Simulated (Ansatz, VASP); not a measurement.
# Mo: programs and potentials compared

The starting cell:

```
Mo
1.0
    -1.58381    1.58381    1.58381
     1.58381   -1.58381    1.58381
     1.58381    1.58381   -1.58381
Mo
1
Direct
  0.00000 0.00000 0.00000
```

Alike in all runs: task relaxation of cell and atoms; functional PBEsol; k mesh 12 × 12 × 12; occupations fermi-dirac, width 0.05 eV; no spin polarisation; no spin-orbit coupling.

```
                        program and potentials  plane-wave cutoff (eV)                                                 notes  equilibrium volume (Å³/atom)
                            Ansatz, Ansatz PAW                     420  potentials made for PBE, which Ansatz adapts in part                         15.32
             VASP, PBE PAW files Mo_sv, 600 eV                     600                               potentials made for PBE                         15.35
Ansatz, all-electron LAPW, scalar-relativistic                       -                                                     -                         15.32
```

The equilibrium volume spans 15.32 (Ansatz, Ansatz PAW) to 15.35 Å³/atom (VASP, PBE PAW files Mo_sv, 600 eV), with all-electron results at 15.32. Relaxations stop with a little pressure left, so the last digit of a volume isn't settled.

Differences between rows come from potentials, basis sets and numerical settings, since the functional is the same but for its coding. Runs on potential files found faulty are left out.
